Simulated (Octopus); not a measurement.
# Ga (I4/mmm) in Octopus: equation of state, part 2 of 2

Octopus 16.4.

## (6) Equation of state, PBE, 18.43 Å³/atom (volume scaled by 1.04)

Contents of inp:

```
CalculationMode = gs
UnitsOutput = eV_Angstrom
PeriodicDimensions = 3
ExperimentalFeatures = yes
PseudopotentialSet = pseudodojo_pbe
%LatticeParameters
 1*angstrom | 1*angstrom | 1*angstrom
%
%LatticeVectors
 -1.4026165814 | 1.4026165814 | 2.3416381643
 1.4026165814 | -1.4026165814 | 2.3416381643
 1.4026165814 | 1.4026165814 | -2.3416381643
%
%ReducedCoordinates
 "Ga" | 0 | 0 | 0
%
%Spacing
 0.13342894*angstrom | 0.13342894*angstrom | 0.13342894*angstrom
%
DerivativesOrder = 8
%KPointsGrid
 13 | 13 | 13
%
KPointsUseSymmetries = yes
XCFunctional = gga_x_pbe + gga_c_pbe
SmearingFunction = fermi_dirac
Smearing = 0.05*eV
ExtraStates = 5
Eigensolver = chebyshev_filter
ConvRelDens = 3e-7
MaximumIter = 120
```

Potentials or basis: pseudodojo_pbe (PseudoDojo 0.5, PBE).

On the command line:

```
$ OMP_NUM_THREADS=1 octopus > out.log
```

out.log:

```text
Running octopus

[... 17 lines left out ...]

****************************** Species *******************************
  Species 'Ga'
    type             : pseudopotential
    file             : 'Ga.upf'
    file format      : UPF2
    valence charge   : 13.0
    atomic number    :  31
    form on file     : kleinman-bylander
    lmax             : 2
    llocal           : -1
    projectors per l : 2
    total projectors : 6
    application form : kleinman-bylander
    orbitals         :  9
    bound orbitals   :  9

**********************************************************************

***************************** Symmetries *****************************
Space group No.  139
International: I4/mmm
Schoenflies: D4h^17
Info: The system has    16 symmorphic symmetries that can be used.
  Index                Rotation matrix                      Fractional translations
    1 :     1   0   0     0   1   0     0   0   1      0.000000    0.000000    0.000000
    2 :    -1   0   0     0  -1   0     0   0  -1      0.000000    0.000000    0.000000
    3 :     0   0  -1     1   1   1     0  -1   0      0.000000    0.000000    0.000000
    4 :     0   0   1    -1  -1  -1     0   1   0      0.000000    0.000000    0.000000
    5 :     0   1   0     1   0   0    -1  -1  -1      0.000000    0.000000    0.000000
    6 :     0  -1   0    -1   0   0     1   1   1      0.000000    0.000000    0.000000
[... 8 lines left out ...]
   15 :    -1   0   0     0  -1   0     1   1   1      0.000000    0.000000    0.000000
   16 :     1   0   0     0   1   0    -1  -1  -1      0.000000    0.000000    0.000000
[... 413 lines left out ...]
%%--------------------------------------------------------------------
%%--------------------------------------------------------------------
%%--------------------------------------------------------------------
%%--------------------------------------------------------------------
%%--------------------------------------------------------------------
%%--------------------------------------------------------------------
%%--------------------------------------------------------------------
%%------------%----%%%%%%%%%%%%%%%%%-%%%%%%%%-%%%%%-%-----------------
                     ^

Fermi energy =     4.472490 eV

**********************************************************************

** Warning:
**   Symmetrization discrepancy ratio (scalar) =  1.40518E-02

*********************** SCF CYCLE ITER #    2 ************************
 etot  = -2.07462006E+03 abs_ev   =  3.40E+00 rel_ev   =  3.31E-02
 ediff =        1.85E-01 abs_dens =  4.39E-02 rel_dens =  3.37E-03
Matrix vector products: 4900
Converged eigenvectors: 0
[... 127 lines left out ...]
*********************** SCF CYCLE ITER #   13 ************************
 etot  = -2.08087626E+03 abs_ev   =  9.32E-05 rel_ev   =  8.70E-07
 ediff =        6.31E-06 abs_dens =  1.30E-06 rel_dens =  1.00E-07
Matrix vector products: 4900
Converged eigenvectors: 0

#  State  KPoint  Eigenvalue [eV]  Occupation    Error
      1     196      -10.935985    2.000000   ( 1.7E-07)
      1     195      -10.924454    2.000000   ( 1.4E-07)
      1     188      -10.924355    2.000000   ( 1.2E-07)
      1     192      -10.918643    2.000000   ( 8.2E-08)
      1     194      -10.908574    2.000000   ( 6.9E-08)
      1     165      -10.903754    2.000000   ( 8.6E-08)
      1     176      -10.902534    2.000000   ( 8.2E-08)
      1     182      -10.897722    2.000000   ( 8.3E-08)
[... 23 lines left out ...]
     12     193       30.450034    0.000000   ( 5.6E-02)
     12     182       30.676954    0.000000   ( 3.8E-02)
     12     191       31.818745    0.000000   ( 4.8E-02)
     12     194       32.049764    0.000000   ( 8.0E-02)
     12     192       33.210188    0.000000   ( 6.2E-02)
     12     188       33.306662    0.000000   ( 1.9E-02)
     12     195       35.038399    0.000000   ( 7.3E-02)
     12     196       36.745398    0.000000   ( 5.5E-02)

Density of states:

%---------------------------------------------------------------------
%---------------------------------------------------------------------
%---------------------------------------------------------------------
%%--------------------------------------------------------------------
%%--------------------------------------------------------------------
%%--------------------------------------------------------------------
%%--------------------------------------------------------------------
%%--------------------------------------------------------------------
%%--------------------------------------------------------------------
%%----------------------%-%%%%-%-%%%%%%%%%%%%%-%%%--------------------
                      ^

Fermi energy =     4.170644 eV

**********************************************************************

Info: SCF converged in   13 iterations

** Warning:
**   Some of the states are not fully converged!

Info: Number of matrix-vector products:      63700
Info: Finished writing information to 'restart/gs'.

Octopus emitted 16 warnings.
```

static/info:

```text
**

********************** Brillouin zone sampling ***********************
Dimensions of the k-point grid      = 13 13 13
Total number of k-points            = 2197
Number of symmetry-reduced k-points = 196

List of k-points:
[... 2793 lines left out ...]
      rel_energy =  8.24597894E-08 ( 0.00000000E+00)
      abs_dens =  1.30438729E-06 ( 0.00000000E+00)
      rel_dens =  1.00337484E-07 ( 3.00000000E-07)
      abs_evsum =  9.32446521E-05 ( 0.00000000E+00) [eV]
      rel_evsum =  8.70144782E-07 ( 0.00000000E+00)

Forces on the ions [eV/A]
 Ion                        x              y              z
   1        Ga   0.00000000E+00   0.00000000E+00   0.00000000E+00
 ----------------------------------------------------------
 Max abs force   0.00000000E+00   0.00000000E+00   0.00000000E+00
   Total force   0.00000000E+00   0.00000000E+00   0.00000000E+00
```

Wall time 10 min (1 thread of Arm Neoverse V1, shared host); peak memory 2 GiB.

Results:

* Free energy: -2080.8796 eV
* Band gap on the k mesh: none (metal or under the smearing width)

## (7) Equation of state, PBE, 16.66 Å³/atom (volume scaled by 0.94)

inp, as its differences from that of step 6:

```diff
@@ -9,5 +9,5 @@
 %LatticeVectors
- -1.4026165814 | 1.4026165814 | 2.3416381643
- 1.4026165814 | -1.4026165814 | 2.3416381643
- 1.4026165814 | 1.4026165814 | -2.3416381643
+ -1.3561377546 | 1.3561377546 | 2.2640427644
+ 1.3561377546 | -1.3561377546 | 2.2640427644
+ 1.3561377546 | 1.3561377546 | -2.2640427644
 %
@@ -17,3 +17,3 @@
 %Spacing
- 0.13342894*angstrom | 0.13342894*angstrom | 0.13342894*angstrom
+ 0.12900747*angstrom | 0.12900747*angstrom | 0.12900747*angstrom
 %
@@ -31 +31,6 @@
 MaximumIter = 120
+%Output
+ density | cube
+ elf | cube
+ potential | cube
+%
```

On the command line:

```
$ OMP_NUM_THREADS=1 octopus > out.log
```

It took 11 min on 1 thread of Arm Neoverse V1, shared host; peak memory 2 GiB.

It converged, with:

```yaml
Free_energy: -2080.8563 eV
Band_gap_on_the_k_mesh: none (metal or under the smearing width)
```

## (8) Equation of state, PBE

No new run: the results of the series are fitted here.

Results:

- Equilibrium volume: 18.90 Å³/atom (rough: see the caveat)
- Bulk modulus at fixed shape and positions: 8.2 GPa (rough)

Energy against volume, from the lowest point:
```csv
volume (Å³/atom),energy (meV/atom)
16.655,23.30
17.010,14.37
17.364,7.62
17.718,3.47
18.073,1.65
18.427,0.00
```

Caveat: the minimum lies outside the volumes run; the fit is doubtful: noisy points or a state that changes with volume; the number of grid points is fixed, so the spacing changes with the cell, which shifts volumes and moduli; the cell was scaled at fixed shape and fractional positions, which overstates the stiffness of a crystal with free parameters, most of all of layers and chains.
